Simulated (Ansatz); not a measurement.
**TiSi: projected density of states with PBEsol+U**

TiSi:

```xyz
2
Lattice="1.8162 -2.1176 0.0000 1.8162 2.1176 0.0000 0.0000 0.0000 3.8039" Properties=species:S:1:pos:R:3 pbc="T T T"
Ti    1.8162    0.0000    0.0000
Si    0.0000    0.0000    1.9020
```

The cell comes from a database or a generator and needn't be the stable form of this composition.

```yaml
Program: Ansatz 0.2.0
Task: projected density of states
Functional: PBEsol
Potentials_or_basis: Ansatz PAW
Cutoff: "420 eV (not typed: the program's choice for these potentials)"
k_mesh: 10 × 10 × 7
Occupations: fermi-dirac, width 0.05 eV
Spin: no spin polarisation
Hubbard_terms: Ti d U = 3 eV
Hubbard_projectors: ortho-atomic (the default)
Double_counting: fll (the default)
```

```
Pressure                             : 0.2 GPa
Band gap on the k mesh               : none (metal or under the smearing width)
Density of states at the Fermi level : 0.89 states/eV per cell
```

Stress tensor (GPa, compression positive):
```
 0.21  0.00  0.00
 0.00 -0.42  0.00
 0.00  0.00  0.68
```

Levels at points of the mesh, in eV from the Fermi level:
| k point | band 6 | band 7 | band 8 | band 9 | band 10 | band 11 |
| --- | --- | --- | --- | --- | --- | --- |
| (0.00, 0.00, 0.00) | -2.29 | -1.85 | -1.58 | 1.78 | 2.71 | 3.37 |
| (0.00, -0.50, 0.00) | -6.48 | -2.71 | -1.00 | 2.10 | 2.61 | 4.02 |
| (-0.50, -0.50, 0.00) | -3.90 | -1.65 | -1.07 | -0.42 | -0.15 | 2.96 |

States per cell in windows of 0.5 eV (zero at the Fermi level; states under -8 eV left out):
| from (eV) | total | Ti 3d | Si 3p | Si 3s | Ti 4s | Ti 3s | Ti 3p |
| --- | --- | --- | --- | --- | --- | --- | --- |
| -8.0 | 0.28 | 0.04 | 0.05 | 0.17 | 0.01 | 0.00 | 0.00 |
| -7.5 | 0.16 | 0.03 | 0.04 | 0.09 | 0.01 | 0.00 | 0.00 |
| -7.0 | 0.12 | 0.02 | 0.03 | 0.06 | 0.00 | 0.00 | 0.00 |
| -6.5 | 0.14 | 0.02 | 0.05 | 0.05 | 0.01 | 0.00 | 0.00 |
| -6.0 | 0.19 | 0.03 | 0.08 | 0.04 | 0.02 | 0.01 | 0.00 |
| -5.5 | 0.22 | 0.03 | 0.13 | 0.02 | 0.03 | 0.01 | 0.00 |
| -5.0 | 0.31 | 0.04 | 0.20 | 0.02 | 0.03 | 0.01 | 0.00 |
| -4.5 | 0.47 | 0.09 | 0.29 | 0.03 | 0.04 | 0.01 | 0.01 |
| -4.0 | 0.43 | 0.11 | 0.24 | 0.03 | 0.03 | 0.00 | 0.00 |
| -3.5 | 0.62 | 0.19 | 0.36 | 0.02 | 0.03 | 0.00 | 0.01 |
| -3.0 | 0.80 | 0.30 | 0.43 | 0.02 | 0.02 | 0.00 | 0.01 |
| -2.5 | 0.46 | 0.21 | 0.22 | 0.01 | 0.01 | 0.00 | 0.00 |
| -2.0 | 0.43 | 0.24 | 0.14 | 0.02 | 0.01 | 0.00 | 0.00 |
| -1.5 | 0.83 | 0.61 | 0.14 | 0.02 | 0.03 | 0.00 | 0.00 |
| -1.0 | 0.81 | 0.60 | 0.13 | 0.02 | 0.03 | 0.00 | 0.00 |
| -0.5 | 0.46 | 0.33 | 0.07 | 0.02 | 0.02 | 0.00 | 0.00 |
| 0.0 | 0.53 | 0.40 | 0.06 | 0.01 | 0.02 | 0.00 | 0.00 |
| 0.5 | 0.67 | 0.52 | 0.07 | 0.01 | 0.02 | 0.00 | 0.00 |
| 1.0 | 0.89 | 0.71 | 0.08 | 0.02 | 0.02 | 0.00 | 0.00 |
| 1.5 | 1.08 | 0.85 | 0.10 | 0.03 | 0.03 | 0.00 | 0.00 |
| 2.0 | 1.33 | 1.08 | 0.13 | 0.05 | 0.02 | 0.00 | 0.00 |
| 2.5 | 1.11 | 0.83 | 0.14 | 0.06 | 0.02 | 0.00 | 0.00 |
| 3.0 | 1.15 | 0.80 | 0.16 | 0.11 | 0.03 | 0.00 | 0.00 |
| 3.5 | 0.76 | 0.43 | 0.15 | 0.11 | 0.02 | 0.00 | 0.00 |
| 4.0 | 0.46 | 0.19 | 0.15 | 0.05 | 0.02 | 0.00 | 0.00 |
| 4.5 | 0.53 | 0.20 | 0.21 | 0.03 | 0.02 | 0.00 | 0.00 |
| 5.0 | 0.61 | 0.19 | 0.22 | 0.03 | 0.06 | 0.00 | 0.00 |
| 5.5 | 0.69 | 0.17 | 0.21 | 0.03 | 0.12 | 0.01 | 0.00 |
| 6.0 | 0.62 | 0.11 | 0.18 | 0.02 | 0.12 | 0.01 | 0.00 |
| 6.5 | 0.59 | 0.08 | 0.20 | 0.02 | 0.09 | 0.01 | 0.00 |
| 7.0 | 0.48 | 0.05 | 0.19 | 0.01 | 0.07 | 0.01 | 0.00 |
| 7.5 | 0.24 | 0.02 | 0.08 | 0.00 | 0.04 | 0.00 | 0.00 |

Eigenvalues of the final occupation matrices:
```
  site  spin  trace               eigenvalues
site 1     1   1.52  0.18 0.20 0.30 0.31 0.53
```

It took 6.2 s on 2 threads of Arm Neoverse V1 (shared host), peak memory 0.39 GiB.

Caveat: U without spin polarisation on a metal has little footing; the PAW data sets come from PBE, with cores solved anew for the run's functional, which leaves a small shift of forces and pressure; the U is typed as a test and isn't derived for this compound.
